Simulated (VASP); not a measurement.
# ZnSe (Stilleite) (F-43m) in VASP: notebook, part 3 of 4

VASP 6.6.1. Earlier steps stand in the parts before.

**4. Phonons, LDA**

This run uses another cell than the first one, of 21.68 Å³/atom, 0.966 times its volume.

The input, POSCAR:

```
ZnSe
1.0
    0.0000000000      2.7882745086      2.7882745086
    2.7882745086      0.0000000000      2.7882745086
    2.7882745086      2.7882745086      0.0000000000
  Zn              Se
     1     1
Direct
     0.0000000000000000    0.0000000000000000    0.0000000000000000
     0.2500000000000000    0.2500000000000000    0.2500000000000000
```

The input, INCAR.step1:

```
PREC = Accurate
ENCUT = 600
EDIFF = 1E-8
ISMEAR = 0
SIGMA = 0.03
LREAL = F
LASPH = T
NELM = 80
ALGO = Normal
ISIF = 3
LWAVE = F
LCHARG = F
GGA = CA
IBRION = 2
NSW = 40
EDIFFG = -0.002
```

The input, INCAR.step2:

```
PREC = Accurate
ENCUT = 600
EDIFF = 1E-8
ISMEAR = 0
SIGMA = 0.03
LREAL = F
LASPH = T
NELM = 80
ALGO = Normal
ISIF = 2
LWAVE = F
LCHARG = F
GGA = CA
IBRION = 6
NFREE = 2
POTIM = 0.015
NSW = 1
```

The input, KPOINTS:

```
Automatic mesh
0
Gamma
  8 8 8
```

Potentials or basis: VASP PAW LDA potentials, release 64 (Zn, Se).

The run is started by

```
$ cat potpaw_LDA.64/Zn/POTCAR potpaw_LDA.64/Se/POTCAR > POTCAR
$ cp INCAR.step1 INCAR
$ mpirun -np 1 vasp_std > vasp.out
$ cp CONTCAR POSCAR
$ cp INCAR.step2 INCAR
$ mpirun -np 1 vasp_std > vasp.out
```

OUTCAR:

```text
PREC = Accurate
   ENCUT = 600
   EDIFF = 1E-8
   ISMEAR = 0
   LREAL = F
   LASPH = T
   NELM = 80
   ISIF = 2
   GGA = CA
   IBRION = 6
   NFREE = 2
   POTIM = 0.015
   NSW = 1

 ion  position               nearest neighbor table
   1  0.000  0.000  0.000-   2 2.41   2 2.41   2 2.41   2 2.41
   2  0.250  0.250  0.250-   1 2.41   1 2.41   1 2.41   1 2.41

  LATTYP: Found a face centered cubic cell.
 ALAT       =     5.5765490172

  Lattice vectors:

 A1 = (   0.0000000000,   2.7882745086,   2.7882745086)
 A2 = (   2.7882745086,   0.0000000000,   2.7882745086)
 A3 = (   2.7882745086,   2.7882745086,   0.0000000000)

Analysis of symmetry for initial positions (statically):
=====================================================================
 Subroutine PRICEL returns:
 Original cell was already a primitive cell.

 Routine SETGRP: Setting up the symmetry group for a
 face centered cubic supercell.

 Subroutine GETGRP returns: Found 24 space group operations
 (whereof 24 operations were pure point group operations)
 out of a pool of 48 trial point group operations.

The static configuration has the point symmetry T_d .

Analysis of symmetry for dynamics (positions and initial velocities):
=====================================================================
 Subroutine PRICEL returns:
 Original cell was already a primitive cell.

 Routine SETGRP: Setting up the symmetry group for a
 face centered cubic supercell.

 Subroutine GETGRP returns: Found 24 space group operations
 (whereof 24 operations were pure point group operations)
 out of a pool of 48 trial point group operations.

The dynamic configuration has the point symmetry T_d .

 Subroutine INISYM returns: Found 24 space group operations
 (whereof 24 operations are pure point group operations),
 and found     1 'primitive' translations

----------------------------------------------------------------------------------------

                                     Primitive cell

  volume of cell :      43.3547

  direct lattice vectors                    reciprocal lattice vectors
     0.000000000  2.788274509  2.788274509    -0.179322372  0.179322372  0.179322372
     2.788274509  0.000000000  2.788274509     0.179322372 -0.179322372  0.179322372
     2.788274509  2.788274509  0.000000000     0.179322372  0.179322372 -0.179322372

  length of vectors
     3.943215626  3.943215626  3.943215626     0.310595460  0.310595460  0.310595460

  position of ions in fractional coordinates (direct lattice)
     0.000000000  0.000000000  0.000000000
     0.250000000  0.250000000  0.250000000

  ion indices of the primitive-cell ions
   primitive index   ion index
                 1           1
                 2           2

----------------------------------------------------------------------------------------

[... 106 lines left out ...]
   NGX = 15   NGY = 15   NGZ = 15

--------------------------------------- Ionic step        1  -------------------------------------------

 number of electron      17.9999991 magnetization

 Free energy of the ion-electron system (eV)
  ---------------------------------------------------
  ext. energy  EPLUGINS =         0.00000000
  ---------------------------------------------------
  free energy    TOTEN  =        -7.37191155 eV

  energy without entropy =       -7.37191155  energy(sigma->0) =       -7.37191155

------------------------ aborting loop because EDIFF is reached ----------------------------------------

  FORCE on cell =-STRESS in cart. coord.  units (eV):
  Direction    XX          YY          ZZ          XY          YZ          ZX
  --------------------------------------------------------------------------------------
  -------------------------------------------------------------------------------------
  Total       -0.0029898     -0.0029898     -0.0029898      0.0000000     -0.0000000     -0.0000000
  in kB       -0.1104878     -0.1104878     -0.1104878      0.0000000     -0.0000000     -0.0000000
  external PRESSURE =      -0.1104878 kB  Pullay stress =       0.0000000 kB
[... 131 lines left out ...]
--------------------------------------- Ionic step        5  -------------------------------------------

 number of electron      17.9999991 magnetization

 Free energy of the ion-electron system (eV)
  ---------------------------------------------------
  ext. energy  EPLUGINS =         0.00000000
  ---------------------------------------------------
  free energy    TOTEN  =        -7.37120778 eV

  energy without entropy =       -7.37120778  energy(sigma->0) =       -7.37120778

 E-fermi :   2.1440     XC(G=0):  -9.9160

 val. band max:        1.9639644843   @ k =   0.0000   0.0000   0.0000
 cond. band min:       3.2159619816   @ k =   0.0000   0.0000   0.0000
 fundamental gap:      1.2519974974
 Fermi energy:         2.1440346804

 k-point     1 :       0.0000    0.0000    0.0000
  band No.  band energies     occupation
      1     -11.6667      2.00000
      2      -4.9295      2.00000
      3      -4.9200      2.00000
      4      -4.9105      2.00000
      5      -4.5162      2.00000
      6      -4.5161      2.00000
      7       1.9281      2.00000
      8       1.9468      2.00000
      9       1.9640      2.00000
     10       3.2160      0.00000
     11       7.6196      0.00000
     12       7.6314      0.00000
     13       7.6449      0.00000
[... 354 lines left out ...]
  band No.  band energies     occupation
      1     -10.6367      2.00000
      2      -4.8080      2.00000
      3      -4.7606      2.00000
      4      -4.5567      2.00000
      5      -4.5100      2.00000
      6      -4.2818      2.00000
      7      -3.3088      2.00000
      8      -0.6845      2.00000
      9       0.3499      2.00000
     10       6.1939      0.00000
     11       7.3291      0.00000
     12       9.3670      0.00000
     13      10.6332      0.00000

 [... further k-points ...]
[... 5 lines left out ...]
  --------------------------------------------------------------------------------------
  -------------------------------------------------------------------------------------
  Total       -0.0049145     -0.0029807     -0.0029807      0.0000000      0.0947900      0.0000000
  in kB       -0.1816148     -0.1101506     -0.1101506      0.0000000      3.5029717      0.0000000
  external PRESSURE =      -0.1339720 kB  Pullay stress =       0.0000000 kB
[... 17 lines left out ...]
  FREE ENERGIE OF THE ION-ELECTRON SYSTEM (eV)
  ---------------------------------------------------
  free  energy   TOTEN  =        -7.3712077771 eV

  energy  without entropy=       -7.3712077771  energy(sigma->0) =       -7.37120778

 INTERNAL STRAIN TENSORS FROM DISPLACED ATOMS
 ============================================

 INTERNAL STRAIN TENSOR FOR ION    1 for displacements in x,y,z  (eV/Angst):
          X           Y           Z          XY          YZ          ZX
  --------------------------------------------------------------------------------
  x    -0.00000    -0.00000    -0.00000     0.00000     6.32626     0.00000
  y    -0.00000    -0.00000    -0.00000     0.00000     0.00000     6.32626
  z    -0.00000    -0.00000    -0.00000     6.32626     0.00000     0.00000

 INTERNAL STRAIN TENSOR FOR ION    2 for displacements in x,y,z  (eV/Angst):
          X           Y           Z          XY          YZ          ZX
  --------------------------------------------------------------------------------
  x     0.00000     0.00000     0.00000     0.00000    -6.32060     0.00000
  y     0.00000     0.00000     0.00000     0.00000     0.00000    -6.32060
  z     0.00000     0.00000     0.00000    -6.32060     0.00000     0.00000

 Eigenvectors and eigenvalues of the dynamical matrix
 ----------------------------------------------------

   1 f  =    6.534184 THz    41.055487 2PiTHz  217.956905 cm-1    27.023200 meV
             X         Y         Z           dx          dy          dz
      0.000000  0.000000  0.000000     0.000000   -0.739065    0.000000
      1.394137  1.394137  1.394137    -0.000000    0.673634    0.000000
[... 21 lines left out ...]
   6 f/i=    0.005166 THz     0.032461 2PiTHz    0.172328 cm-1     0.021366 meV
             X         Y         Z           dx          dy          dz
      0.000000  0.000000  0.000000     0.611215   -0.226727    0.169688
      1.394137  1.394137  1.394137     0.670583   -0.248749    0.186170

 ELASTIC MODULI CONTR FROM IONIC RELAXATION (kBar)
 Direction    XX          YY          ZZ          XY          YZ          ZX
 --------------------------------------------------------------------------------
 XX          -0.0000     -0.0000     -0.0000      0.0000      0.0000      0.0000
 YY          -0.0000     -0.0000     -0.0000      0.0000      0.0000      0.0000
 ZZ          -0.0000     -0.0000     -0.0000      0.0000      0.0000      0.0000
 XY           0.0000      0.0000      0.0000   -236.4456      0.0000      0.0000
 YZ           0.0000      0.0000      0.0000      0.0000   -236.4456      0.0000
 ZX           0.0000      0.0000      0.0000      0.0000      0.0000   -236.4456
 --------------------------------------------------------------------------------
```

OSZICAR.step1:

```text
N       E                     dE             d eps       ncg     rms          rms(c)
DAV:   1     0.939908262318E+02    0.93991E+02   -0.98588E+03   754   0.177E+03
DAV:   2    -0.112882178228E+01   -0.95120E+02   -0.91347E+02   804   0.306E+02
DAV:   3    -0.761076701343E+01   -0.64819E+01   -0.64377E+01   924   0.770E+01
DAV:   4    -0.768315169707E+01   -0.72385E-01   -0.72368E-01   809   0.856E+00
DAV:   5    -0.768356234073E+01   -0.41064E-03   -0.41063E-03   919   0.616E-01    0.524E+00
DAV:   6    -0.740140125927E+01    0.28216E+00   -0.73058E-01  1029   0.315E+01    0.397E+00
DAV:   7    -0.737665463287E+01    0.24747E-01   -0.20070E-01   839   0.487E+00    0.163E+00
DAV:   8    -0.737249676930E+01    0.41579E-02   -0.34199E-03  1066   0.784E-01    0.448E-01
DAV:   9    -0.737189981800E+01    0.59695E-03   -0.93933E-04   914   0.329E-01    0.617E-02
DAV:  10    -0.737191505243E+01   -0.15234E-04   -0.10498E-04   848   0.126E-01    0.186E-02
DAV:  11    -0.737191150760E+01    0.35448E-05   -0.10964E-05  1123   0.643E-02    0.379E-03
DAV:  12    -0.737191154511E+01   -0.37509E-07   -0.25173E-06   844   0.126E-02    0.155E-03
DAV:  13    -0.737191154894E+01   -0.38344E-08   -0.12595E-07   829   0.523E-03    0.634E-04
DAV:  14    -0.737191154811E+01    0.83696E-09   -0.85547E-09   500   0.903E-04
   1 F= -.73719115E+01 E0= -.73719115E+01  d E =-.737191E+01
```

It took 2.2 min on 1 thread of Intel Xeon Platinum 8259CL at 2.50GHz (Skylake/Cascade Lake), shared host; peak memory 0.25 GiB.

Results:

```
Highest phonon frequency at Γ, LO-TO splitting left out : 218 cm⁻¹
```

Phonon frequencies in cm⁻¹ (negative: imaginary):
```csv
q point,frequencies
"(0.000, 0.000, 0.000)",0 0 0 218 218 218
```

(Continued in part 4 of 4.)
